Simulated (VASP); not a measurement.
Set up this calculation in VASP 6.6.1, as the native input.

| Item | Value |
| --- | --- |
| Task | band structure |
| Functional | PBEsol |
| Potentials or basis | VASP PAW PBE potentials, release 64 (Fe) |
| Cutoff | 520 eV |
| k mesh | 18 × 18 × 18 |
| Occupations | methfessel-paxton, width 0.1 eV |
| Spin | collinear spin, ferromagnetic start |
| Starting moments | [4.0] μB |
| Further INCAR settings | ALGO = Normal; EDIFF = 1e-06; NBANDS = 14; AMIX = 0.2; BMIX = 0.0001 |

The structure of Fe lies in POSCAR:

```
Fe                                      
1.0
   -1.3937043859      1.3937043859      1.3937043859
    1.3937043859     -1.3937043859      1.3937043859
    1.3937043859      1.3937043859     -1.3937043859
  Fe            
     1
Direct
     0.0000000000000000    0.0000000000000000    0.0000000000000000
```

One way to write it, as run:

INCAR

```
SYSTEM = Fe
  ALGO = Normal
  AMIX = 0.2
  AMIX_MAG = 0.8
  BMIX = 1E-4
  BMIX_MAG = 1E-4
  EDIFF = 1E-6
  ENCUT = 520
  GGA = PS
  ICORELEVEL = 1
  ISIF = 2
  ISMEAR = 1
  ISPIN = 2
  LASPH = .True.
  LCHARG = .False.
  LMAXMIX = 4
  LORBIT = 11
  LREAL = .False.
  LWAVE = .False.
  MAGMOM = 4
  NBANDS = 14
  NELM = 150
  PREC = Accurate
  SIGMA = 0.1
```

KPOINTS

```
k-points
0
Gamma
  18 18 18
  0 0 0
```

KPOINTS_OPT

```
explicit points
124
Reciprocal
 0.0000000000  0.0000000000  0.0000000000 1
 0.0263157895 -0.0263157895  0.0263157895 1
 0.0526315789 -0.0526315789  0.0526315789 1
 0.0789473684 -0.0789473684  0.0789473684 1
 0.1052631579 -0.1052631579  0.1052631579 1
 0.1315789474 -0.1315789474  0.1315789474 1
 0.1578947368 -0.1578947368  0.1578947368 1
 0.1842105263 -0.1842105263  0.1842105263 1
 0.2105263158 -0.2105263158  0.2105263158 1
 0.2368421053 -0.2368421053  0.2368421053 1
 0.2631578947 -0.2631578947  0.2631578947 1
 0.2894736842 -0.2894736842  0.2894736842 1
 0.3157894737 -0.3157894737  0.3157894737 1
 0.3421052632 -0.3421052632  0.3421052632 1
 0.3684210526 -0.3684210526  0.3684210526 1
 0.3947368421 -0.3947368421  0.3947368421 1
 0.4210526316 -0.4210526316  0.4210526316 1
 0.4473684211 -0.4473684211  0.4473684211 1
 0.4736842105 -0.4736842105  0.4736842105 1
 0.5000000000 -0.5000000000  0.5000000000 1
 0.5000000000 -0.5000000000  0.5000000000 1
 0.4736842105 -0.4736842105  0.5000000000 1
 0.4473684211 -0.4473684211  0.5000000000 1
 0.4210526316 -0.4210526316  0.5000000000 1
 0.3947368421 -0.3947368421  0.5000000000 1
 0.3684210526 -0.3684210526  0.5000000000 1
 0.3421052632 -0.3421052632  0.5000000000 1
 0.3157894737 -0.3157894737  0.5000000000 1
 0.2894736842 -0.2894736842  0.5000000000 1
 0.2631578947 -0.2631578947  0.5000000000 1
 0.2368421053 -0.2368421053  0.5000000000 1
 0.2105263158 -0.2105263158  0.5000000000 1
 0.1842105263 -0.1842105263  0.5000000000 1
 0.1578947368 -0.1578947368  0.5000000000 1
 0.1315789474 -0.1315789474  0.5000000000 1
 0.1052631579 -0.1052631579  0.5000000000 1
 0.0789473684 -0.0789473684  0.5000000000 1
 0.0526315789 -0.0526315789  0.5000000000 1
 0.0263157895 -0.0263157895  0.5000000000 1
 0.0000000000  0.0000000000  0.5000000000 1
 0.0000000000  0.0000000000  0.5000000000 1
 0.0000000000  0.0000000000  0.4736842105 1
 0.0000000000  0.0000000000  0.4473684211 1
 0.0000000000  0.0000000000  0.4210526316 1
 0.0000000000  0.0000000000  0.3947368421 1
 0.0000000000  0.0000000000  0.3684210526 1
 0.0000000000  0.0000000000  0.3421052632 1
 0.0000000000  0.0000000000  0.3157894737 1
 0.0000000000  0.0000000000  0.2894736842 1
 0.0000000000  0.0000000000  0.2631578947 1
 0.0000000000  0.0000000000  0.2368421053 1
 0.0000000000  0.0000000000  0.2105263158 1
 0.0000000000  0.0000000000  0.1842105263 1
 0.0000000000  0.0000000000  0.1578947368 1
 0.0000000000  0.0000000000  0.1315789474 1
 0.0000000000  0.0000000000  0.1052631579 1
 0.0000000000  0.0000000000  0.0789473684 1
 0.0000000000  0.0000000000  0.0526315789 1
 0.0000000000  0.0000000000  0.0263157895 1
 0.0000000000  0.0000000000  0.0000000000 1
 0.0000000000  0.0000000000  0.0000000000 1
 0.0131578947  0.0131578947  0.0131578947 1
 0.0263157895  0.0263157895  0.0263157895 1
 0.0394736842  0.0394736842  0.0394736842 1
 0.0526315789  0.0526315789  0.0526315789 1
 0.0657894737  0.0657894737  0.0657894737 1
 0.0789473684  0.0789473684  0.0789473684 1
 0.0921052632  0.0921052632  0.0921052632 1
 0.1052631579  0.1052631579  0.1052631579 1
 0.1184210526  0.1184210526  0.1184210526 1
 0.1315789474  0.1315789474  0.1315789474 1
 0.1447368421  0.1447368421  0.1447368421 1
 0.1578947368  0.1578947368  0.1578947368 1
 0.1710526316  0.1710526316  0.1710526316 1
 0.1842105263  0.1842105263  0.1842105263 1
 0.1973684211  0.1973684211  0.1973684211 1
 0.2105263158  0.2105263158  0.2105263158 1
 0.2236842105  0.2236842105  0.2236842105 1
 0.2368421053  0.2368421053  0.2368421053 1
 0.2500000000  0.2500000000  0.2500000000 1
 0.2500000000  0.2500000000  0.2500000000 1
 0.2631578947  0.2105263158  0.2631578947 1
 0.2763157895  0.1710526316  0.2763157895 1
 0.2894736842  0.1315789474  0.2894736842 1
 0.3026315789  0.0921052632  0.3026315789 1
 0.3157894737  0.0526315789  0.3157894737 1
 0.3289473684  0.0131578947  0.3289473684 1
 0.3421052632 -0.0263157895  0.3421052632 1
 0.3552631579 -0.0657894737  0.3552631579 1
 0.3684210526 -0.1052631579  0.3684210526 1
 0.3815789474 -0.1447368421  0.3815789474 1
 0.3947368421 -0.1842105263  0.3947368421 1
 0.4078947368 -0.2236842105  0.4078947368 1
 0.4210526316 -0.2631578947  0.4210526316 1
 0.4342105263 -0.3026315789  0.4342105263 1
 0.4473684211 -0.3421052632  0.4473684211 1
 0.4605263158 -0.3815789474  0.4605263158 1
 0.4736842105 -0.4210526316  0.4736842105 1
 0.4868421053 -0.4605263158  0.4868421053 1
 0.5000000000 -0.5000000000  0.5000000000 1
 0.2500000000  0.2500000000  0.2500000000 1
 0.2368421053  0.2368421053  0.2631578947 1
 0.2236842105  0.2236842105  0.2763157895 1
 0.2105263158  0.2105263158  0.2894736842 1
 0.1973684211  0.1973684211  0.3026315789 1
 0.1842105263  0.1842105263  0.3157894737 1
 0.1710526316  0.1710526316  0.3289473684 1
 0.1578947368  0.1578947368  0.3421052632 1
 0.1447368421  0.1447368421  0.3552631579 1
 0.1315789474  0.1315789474  0.3684210526 1
 0.1184210526  0.1184210526  0.3815789474 1
 0.1052631579  0.1052631579  0.3947368421 1
 0.0921052632  0.0921052632  0.4078947368 1
 0.0789473684  0.0789473684  0.4210526316 1
 0.0657894737  0.0657894737  0.4342105263 1
 0.0526315789  0.0526315789  0.4473684211 1
 0.0394736842  0.0394736842  0.4605263158 1
 0.0263157895  0.0263157895  0.4736842105 1
 0.0131578947  0.0131578947  0.4868421053 1
 0.0000000000  0.0000000000  0.5000000000 1
 0.0000000000  0.0000000000  0.0000000000 1
 0.5000000000 -0.5000000000  0.5000000000 1
 0.2500000000  0.2500000000  0.2500000000 1
 0.0000000000  0.0000000000  0.5000000000 1
```

Potentials or basis: VASP PAW PBE potentials, release 64 (Fe).

Launch:

```sh
$ cat potpaw_PBE.64/Fe/POTCAR > POTCAR
$ mpirun -np 1 vasp_std > vasp.out
```

Results of the run:

| Quantity | Value |
| --- | --- |
| Pressure | 0.0 GPa |
| Band gap along the path | none (metal or under the smearing width) |
| Net moment | 2.12 μB per cell |
| Site moments | Fe +2.10 μB |
| Valence electrons inside the program's atomic spheres | Fe 7.38 |

Caveat: the PAW data sets were made with another functional, which shifts forces and pressure a little.

Run time: 32 s on 1 thread of Intel(R) Xeon(R) 6975P-C (Granite Rapids), with other jobs on the host, peak memory 0.19 GiB.
